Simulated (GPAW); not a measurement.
GaSb:

```
Sb Ga
1.0
     0.00000    3.05900    3.05900
     3.05900    0.00000    3.05900
     3.05900    3.05900    0.00000
Sb Ga
1 1
Direct
  0.75000 0.75000 0.75000
  0.00000 0.00000 0.00000
```

Base run:

| Quantity | Value |
| --- | --- |
| Program | GPAW 26.7.0 |
| Functional | TASK |
| Potentials or basis | GPAW PAW data sets (gpaw-data 1.2.1) |
| Cutoff | 600 eV |
| Basis | pw |
| k mesh | 6 × 6 × 6 |
| Occupations | fermi-dirac, width 0.05 eV |
| Spin | spin-orbit coupling, no magnetisation |

Its results: pressure 3.3 GPa.

Task: The run is repeated on the same cell with these changes: functional from TASK to r4SCAN. What comes out?

Result: Pressure 0.1 GPa.

Caveats: spin-orbit coupling was added after a scalar SCF, so levels and gaps hold it while energy, forces, pressure and moments don't; the PAW data sets were made with another functional, which shifts forces and pressure a little.

Not every run made on this cell is shown here.
